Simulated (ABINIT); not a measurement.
Set up this calculation in ABINIT 10.8.3 (patched build), as the native input.

```
Task                : equation of state
Functional          : PBE
Potentials or basis : JTH PAW PBE v2.0
Cutoff              : 1088 eV
k mesh              : 7 × 7 × 7
Occupations         : fermi-dirac, width 0.05 eV
Spin                : no spin polarisation
Fine-grid cutoff    : 1687.11 eV
```

The system is NaI.

```xyz
2
Lattice="0.0000 3.2364 3.2364 3.2364 0.0000 3.2364 3.2364 3.2364 0.0000" Properties=species:S:1:pos:R:3 pbc="T T T"
I     3.2364    3.2364    3.2364
Na    0.0000    0.0000    0.0000
```

One way to write it, as run:

run.abi

```
# Datasets: one volume each
ndtset 7
getwfk -1
scalecart1 3*0.9795861087
scalecart2 3*0.9864848297
scalecart3 3*0.9932883884
scalecart4 3*1.0000000000
scalecart5 3*1.0066227096
scalecart6 3*1.0131594038
scalecart7 3*1.0196128224

# Pseudopotentials
pp_dirpath "./"
pseudos "I.GGA_PBE-JTH.xml, Na.GGA_PBE-JTH.xml"

# Structure
acell 3*1.0
rprim
     0.0000000000     6.1159096297     6.1159096297
     6.1159096297     0.0000000000     6.1159096297
     6.1159096297     6.1159096297     0.0000000000
ntypat 2
znucl 53 11
natom 2
typat 1 2
xred
     0.5000000000     0.5000000000     0.5000000000
     0.0000000000     0.0000000000     0.0000000000

# Plane-wave basis
ecut 1088.455450 eV
pawecutdg 62.0
pawxcdev 0

# k points
kptopt 1
ngkpt 7 7 7
nshiftk 1
shiftk 0.0 0.0 0.0

# Exchange and correlation
ixc 11

# Bands and occupations
nband 12
occopt 3
tsmear 0.00183747

# SCF cycle
nstep 100
tolvrs 1.0e-9

# Output
iomode 3
prtwf 1
prtden 0
prteig 0
prtebands 0
```

Potentials or basis: JTH PAW PBE v2.0.

Run with:

```bash
$ abinit run.abi > log 2>&1
```

Results of the run:

```json
{
 "Equilibrium volume": "34.93 Å³/atom",
 "Bulk modulus": "14.5 GPa",
 "Pressure derivative of the bulk modulus": "5.8"
}
```

Caveat: pressures at fixed basis lie under the slope of the energies.

Run time: 2 min on 1 thread of AMD EPYC 9R45 96-Core Processor (Zen 5), with other jobs on the host, peak memory 0.23 GiB.
